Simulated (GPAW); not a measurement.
Input of a GPAW 26.7.0 run:

The input run.py:

```python
from ase import Atoms
from ase.dft.bandgap import bandgap
from ase.io import write
from ase.units import GPa
from gpaw import GPAW, PW

atoms = Atoms(['Mg', 'B', 'B'],
              cell=[[3.085, 0.0, 0.0],
                    [-1.5425, 2.6716883707, 0.0],
                    [0.0, 0.0, 3.523]],
              scaled_positions=[[0.0, 0.0, 0.0],
                                [0.6666666667, 0.3333333333, 0.5],
                                [0.3333333333, 0.6666666667, 0.5]],
              pbc=True)

calc = GPAW(mode=PW(600),
            xc='PBE',
            kpts={'size': (8, 8, 6), 'gamma': True},
            occupations={'name': 'fermi-dirac', 'width': 0.05},
            nbands=17,
            maxiter=120,
            txt='gpaw.txt')
atoms.calc = calc
energy = atoms.get_potential_energy()
forces = atoms.get_forces()
stress = atoms.get_stress()
calc.write('gs.gpw')
write('result.traj', atoms)
print(f'Energy: {energy:.6f} eV')
print('Forces (eV/A):')
print(forces.round(4))
print('Stress (GPa):', (stress / GPa).round(3))
print('Fermi level:', round(calc.get_fermi_level(), 4), 'eV')
print(f'Gap: {bandgap(calc)[0]:.4f} eV, direct: {bandgap(calc, direct=True)[0]:.4f} eV')
```

Potentials or basis: GPAW PAW data sets (gpaw-data 1.2.1), pw.

Run with:

```sh
$ OMP_NUM_THREADS=1 python run.py
```

**Question.** Predict the pressure.

**Answer.** -1.1 GPa.

**Question.** Estimate the band gap on the k mesh.

**Answer.** None (metal or under the smearing width).

Stress tensor (GPa, compression positive):
```
-0.88  0.00  0.00
 0.00 -0.88  0.00
 0.00  0.00 -1.55
```

Caveat: the cutoff is short for stress and forces, so pressures can be off by a GPa or more.
